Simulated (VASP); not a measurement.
# AlN (P6_3mc) in VASP: a series of runs, part 2 of 4

VASP 6.6.1. The steps go on from the part before.

**3. G0W0 quasiparticle levels, PBE**

POSCAR

```
AlN
1.0
    3.1130000000      0.0000000000      0.0000000000
   -1.5565000000      2.6959370820      0.0000000000
    0.0000000000      0.0000000000      4.9810000000
Al N
2 2
Direct
    0.6666666667      0.3333333333      0.5000000000
    0.3333333333      0.6666666667      0.0000000000
    0.6666666667      0.3333333333      0.8800000000
    0.3333333333      0.6666666667      0.3800000000
```

INCAR.step1

```
SYSTEM = AlN
PREC = Accurate
ENCUT = 450
EDIFF = 1E-8
ISMEAR = 0
SIGMA = 0.01
LREAL = .False.
LASPH = .True.
NELM = 100
ALGO = Normal
LWAVE = .True.
LCHARG = .False.
GGA = PE
```

INCAR.step2

```
SYSTEM = AlN
PREC = Accurate
ENCUT = 450
EDIFF = 1E-8
ISMEAR = 0
SIGMA = 0.01
LREAL = .False.
LASPH = .True.
NELM = 1
ALGO = Exact
LWAVE = .True.
LCHARG = .False.
GGA = PE
NBANDS = 33
LOPTICS = .True.
ISTART = 1
```

INCAR.step3

```
SYSTEM = AlN
PREC = Accurate
ENCUT = 450
EDIFF = 1E-8
ISMEAR = 0
SIGMA = 0.01
LREAL = .False.
LASPH = .True.
ALGO = EVGW0
LWAVE = .False.
LCHARG = .False.
GGA = PE
NELMGW = 1
NBANDS = 33
ENCUTGW = 100
NOMEGA = 48
PRECFOCK = Fast
ISTART = 1
NBANDSGW = 16
```

KPOINTS

```
Automatic mesh
0
Gamma
  4 4 3
  0 0 0
```

Potentials or basis: VASP PAW PBE potentials, release 64 (Al_GW, N_GW).

Started as:

```
$ cat potpaw_PBE.64/Al_GW/POTCAR potpaw_PBE.64/N_GW/POTCAR > POTCAR
$ cp INCAR.step1 INCAR
$ mpirun -np 1 vasp_std > vasp.out
$ cp INCAR.step2 INCAR
$ mpirun -np 1 vasp_std > vasp.out
$ cp INCAR.step3 INCAR
$ mpirun -np 1 vasp_std > vasp.out
```

OUTCAR:

```text
SYSTEM = AlN
   PREC = Accurate
   ENCUT = 450
   EDIFF = 1E-8
   ISMEAR = 0
   LREAL = .False.
   LASPH = .True.
   GGA = PE
   NELMGW = 1
   ENCUTGW = 100
   PRECFOCK = Fast
   ISTART = 1

 Found      8 irreducible k-points:

 Following reciprocal coordinates:
            Coordinates               Weight
  0.000000  0.000000  0.000000      1.000000
  0.250000 -0.000000  0.000000      6.000000
  0.500000 -0.000000  0.000000      3.000000
  0.250000  0.250000  0.000000      6.000000
  0.000000  0.000000  0.333333      2.000000
  0.250000 -0.000000  0.333333     12.000000
   k-points           NKPTS =      8   k-points in BZ     NKDIM =     48   number of bands    NBANDS=     33
   number of dos      NEDOS =    301   number of ions     NIONS =      4
   total plane-waves  NPLWV =  20736
   dimension x,y,z NGX =    24 NGY =   24 NGZ =   36
   dimension x,y,z NGXF=    48 NGYF=   48 NGZF=   72
   ions per type =               2   2
   NGX,Y,Z   is equivalent  to a cutoff of  12.82, 12.82, 12.02 a.u.
   NGXF,Y,Z  is equivalent  to a cutoff of  25.63, 25.63, 24.03 a.u.
 SYSTEM =  AlN
   PREC   = accura    normal or accurate (medium, high low for compatibility)
   ISTART =      1    job   : 0-new  1-cont  2-samecut
   ICHARG =      0    charge: 1-file 2-atom 10-const
   ISPIN  =      1    spin polarized calculation?
   LNONCOLLINEAR =      F non collinear calculations
   LSORBIT =      F    spin-orbit coupling
   LASPH  =      T    aspherical Exc in radial PAW
   ENCUT  =  450.0 eV  33.07 Ry    5.75 a.u.   5.38  5.38  8.62*2*pi/ulx,y,z
   NELM   =     60;   NELMIN=  2; NELMDL=  0     # of ELM steps
   EDIFF  = 0.1E-07   stopping-criterion for ELM
   LREAL  =      F    real-space projection
   EDIFFG = 0.1E-06   stopping-criterion for IOM
   NSW    =      0    number of steps for IOM
   IBRION =     -1    ionic relax: 0-MD 1-quasi-New 2-CG
   NFREE  =      0    steps in history (QN), initial steepest desc. (CG)
   ISIF   =      0    stress and relaxation
   ISYM   =      3    0-nonsym 1-usesym 2-fastsym
   POTIM  = 0.5000    time-step for ionic-motion
   TEBEG  =    0.0;   TEEND  =   0.0 temperature during run
   PSTRESS=    0.0 pullay stress
   NELECT =      16.0000    total number of electrons
   NUPDOWN=      -1.0000    fix difference up-down
   EMIN   =  10.00;   EMAX   =-10.00  energy-range for DOS
   EFERMI =   0.00;   METHOD = LEGACY
   ISMEAR =     0;   SIGMA  =   0.01  broadening in eV -4-tet -1-fermi 0-gaus
   EFERMI_NEDOS =   21; number of points for ismear=-14 and -15
   IALGO  =     38    algorithm
   IMIX   =      4    mixing-type and parameters
     AMIX     =   0.40;   BMIX     =  1.00
     AMIX_MAG =   1.60;   BMIX_MAG =  1.00
  volume/ion in A,a.u.               =      10.45        70.52
  Fermi-wavevector in a.u.,A,eV,Ry     =   1.188629  2.246183 19.222843  1.412839
  Thomas-Fermi vector in A             =   2.324754
   LORBIT       =      0    0 simple, 1 ext, 2 COOP (PROOUT), +10 PAW based schemes
   GGA     = PE    functional components
   LHFCALC =     T    Hartree Fock is set to
   PRECFOCK=fast      Normal, Fast or Accurate (Low or Medium for compatibility)
   ENCUT4O =  -1.0   cutoff for four orbital integrals eV
   NKREDX  =     1    reduce k-point grid by
   NKREDY  =     1    reduce k-point grid by
   NKREDZ  =     1    reduce k-point grid by
   AEXX    =    1.0000 exact exchange contribution
   HFSCREEN=    0.0000 screening length (either q_TF or 0.3 A-1)
   HFSCREENC=   0.0000 screening length for correlation (either q_TF or 0.3 A-1)
   ENCUTFOCK=  -1.0 apply spherical cutoff to Coloumb kernel
   IVDW    =     0    specifies the selected vdW correction
   LEPSILON=     F    determine dielectric tensor
   LRPA    =     F    only Hartree local field effects (RPA)
   LRPAFORCE           =     F    calculate RPA forces
   ENCUTGW             = 100.0    cutoff for response function in eV
   ENCUTGWSOFT         =  80.0    soft cutoff for Coulomb kernel in GW response function in eV
   ENCUTLF             =  -1.0    cutoff for local field effects
   NELMGW              =     1    number of iterations in solving QP/BSE equation
   NELMHF              =     1    number of iterations in the inner HF iteration
   NKREDLFX            =     1    NKREDLFY  =   1   NKREDLFZ  =   1
 non-spin polarized calculation
 Gauss-broadening in eV      SIGMA  =   0.01
  energy-cutoff  :      450.00
  volume of cell :       41.80
 maximum number of plane-waves:       929
 NGX is ok and might be reduce to    24
  NGX = 12; NGY = 12; NGZ = 20
   NGX = 11   NGY = 11   NGZ = 17
 maximum number of plane-waves:       104

 QP shifts <psi_nk| G(iteration)W_0 |psi_nk>: iteration 1
 for sc-GW calculations column KS-energies equals QP-energies in previous step
 and V_xc(KS)=  KS-energies - (<T + V_ion + V_H > + <T+V_H+V_ion>^1  + <V_x>^1)

 k-point   1 :       0.0000    0.0000    0.0000
  band No.  KS-energies  QP-energies   sigma(KS)   V_xc(KS)     V^pw_x(r,r')   Z            occupation Imag(sigma)

      1     -10.0517     -11.1986     -16.3841     -14.7935     -24.7724       0.7211       2.0000       1.4399
      2      -7.9009      -8.8914     -17.7233     -16.3505     -25.8675       0.7216       2.0000       1.1327
      3      -0.8685      -1.7455     -13.8452     -12.6477     -18.5133       0.7323       2.0000       0.2301
      4       4.2844       3.9620     -16.7149     -16.3010     -20.6613       0.7790       2.0000       0.1155
      5       4.2844       3.9620     -16.7149     -16.3010     -20.6613       0.7790       2.0000       0.1155
      6       4.9402       4.7384     -17.0261     -16.7686     -20.8670       0.7839       2.0000       0.1091
[... 8 lines left out ...]
     15      18.2584      19.9893      -8.3362     -10.4987      -4.0010       0.8004       0.0000      -0.1587
     16      18.2584      19.9893      -8.3362     -10.4987      -4.0010       0.8004       0.0000      -0.1587

 k-point   2 :       0.2500   -0.0000    0.0000
  band No.  KS-energies  QP-energies   sigma(KS)   V_xc(KS)     V^pw_x(r,r')   Z            occupation Imag(sigma)

      1      -9.3043     -10.3993     -16.7140     -15.2088     -25.0037       0.7275       2.0000       1.3339
      2      -7.5334      -8.4969     -17.9839     -16.6509     -26.0867       0.7228       2.0000       1.0796
      3       0.0452      -0.7777     -14.1458     -13.0407     -18.5734       0.7446       2.0000       0.1854
      4       1.6879       1.0028     -15.0107     -14.1112     -19.1139       0.7616       2.0000       0.1404
      5       2.6847       2.1514     -15.7282     -15.0358     -19.6830       0.7701       2.0000       0.1273
      6       3.5764       3.1223     -16.2161     -15.6297     -20.2106       0.7744       2.0000       0.1238
[... 8 lines left out ...]
     15      17.2389      19.0457      -9.5917     -11.8950      -5.2159       0.7845       0.0000      -0.1555
     16      18.4032      20.0604      -8.6411     -10.7356      -4.1480       0.7912       0.0000      -0.2045

 k-point   3 :       0.5000   -0.0000    0.0000
  band No.  KS-energies  QP-energies   sigma(KS)   V_xc(KS)     V^pw_x(r,r')   Z            occupation Imag(sigma)

      1      -8.0883      -9.0972     -17.5838     -16.1987     -25.7436       0.7284       2.0000       1.1607
      2      -7.3924      -8.3479     -18.0328     -16.7086     -26.0999       0.7216       2.0000       1.0521
      3      -0.3106      -1.1798     -14.1649     -12.9939     -18.6816       0.7424       2.0000       0.1957
      4       0.9790       0.2329     -14.9307     -13.9404     -19.2462       0.7534       2.0000       0.1586
      5       1.7794       1.1209     -15.0832     -14.2168     -19.2476       0.7601       2.0000       0.1446
      6       3.0536       2.5154     -15.9539     -15.2545     -20.0245       0.7695       2.0000       0.1292
[... 8 lines left out ...]
     15      17.9676      19.7838     -10.0134     -12.3482      -5.6068       0.7779       0.0000      -0.1844
     16      20.2799      21.7697      -8.1661     -10.1070      -3.0588       0.7676       0.0000      -0.2979

 k-point   4 :       0.2500    0.2500    0.0000
  band No.  KS-energies  QP-energies   sigma(KS)   V_xc(KS)     V^pw_x(r,r')   Z            occupation Imag(sigma)

      1      -8.1838      -9.1928     -17.4347     -16.0417     -25.5922       0.7243       2.0000       1.1651
      2      -7.3110      -8.2577     -18.1708     -16.8667     -26.2559       0.7259       2.0000       1.0472
      3       0.5322      -0.2895     -14.4403     -13.3496     -18.7304       0.7534       2.0000       0.1635
      4       1.0568       0.3166     -14.7827     -13.8037     -19.0480       0.7560       2.0000       0.1547
      5       1.5915       0.9068     -14.8196     -13.9194     -18.9507       0.7606       2.0000       0.1462
      6       2.2865       1.6895     -15.3776     -14.5978     -19.4158       0.7658       2.0000       0.1337
[... 8 lines left out ...]
     15      17.3157      19.1744      -9.9202     -12.2912      -5.5498       0.7839       0.0000      -0.1629
     16      19.7666      21.4589      -9.3193     -11.5002      -4.3477       0.7760       0.0000      -0.3065

 k-point   5 :       0.0000    0.0000    0.3333
  band No.  KS-energies  QP-energies   sigma(KS)   V_xc(KS)     V^pw_x(r,r')   Z            occupation Imag(sigma)

      1      -9.6366     -10.7540     -16.5509     -15.0033     -24.8779       0.7220       2.0000       1.3807
      2      -8.6034      -9.6483     -17.1196     -15.6804     -25.3203       0.7260       2.0000       1.2293
      3       0.4767      -0.2904     -14.6546     -13.6285     -19.0538       0.7476       2.0000       0.1715
      4       3.2314       2.7976     -15.8318     -15.2718     -19.6411       0.7747       2.0000       0.1213
      5       4.4415       4.1463     -16.7883     -16.4101     -20.7103       0.7805       2.0000       0.1136
      6       4.4415       4.1463     -16.7883     -16.4101     -20.7103       0.7805       2.0000       0.1136
[... 8 lines left out ...]
     15      17.1524      18.7529      -8.0747     -10.0608      -3.9099       0.8058       0.0000      -0.1338
     16      17.1524      18.7529      -8.0747     -10.0608      -3.9099       0.8058       0.0000      -0.1338

 k-point   6 :       0.2500   -0.0000    0.3333
  band No.  KS-energies  QP-energies   sigma(KS)   V_xc(KS)     V^pw_x(r,r')   Z            occupation Imag(sigma)

      1      -8.9399     -10.0050     -16.9024     -15.4331     -25.1425       0.7249       2.0000       1.2775
      2      -8.0738      -9.0790     -17.4845     -16.0983     -25.6254       0.7252       2.0000       1.1494
      3       0.5772      -0.1799     -14.7302     -13.7204     -19.1077       0.7498       2.0000       0.1670
      4       1.6876       1.0438     -15.2849     -14.4378     -19.4158       0.7601       2.0000       0.1401
      5       2.7397       2.1754     -15.4714     -14.7395     -19.4404       0.7709       2.0000       0.1299
      6       3.8308       3.4202     -16.3468     -15.8186     -20.3041       0.7773       2.0000       0.1210
[... 8 lines left out ...]
     15      17.4708      19.0945      -8.4138     -10.4448      -4.1306       0.7995       0.0000      -0.1570
     16      18.3466      20.0387      -8.8239     -10.9654      -4.3008       0.7901       0.0000      -0.2039

 [... further k-points ...]
```

Run time: 37 s. Hardware: 1 thread of Intel Xeon Platinum 8488C (Sapphire Rapids), shared host; peak memory 0.32 GiB.

These settings aren't checked as converged: the numbers below hold their error.

What came out:

- Band gap on the k mesh, mean-field level: 4.21 eV, direct
- Quasiparticle gap: 5.58 eV
- Least direct quasiparticle gap: 5.58 eV

Caveat: the k mesh is coarse (spacing up to 0.58 Å⁻¹), so the values aren't converged; bands, screening cutoff and mesh are small and nothing is extrapolated, so the quasiparticle values aren't converged.

(Part 2 of 4 ends here.)
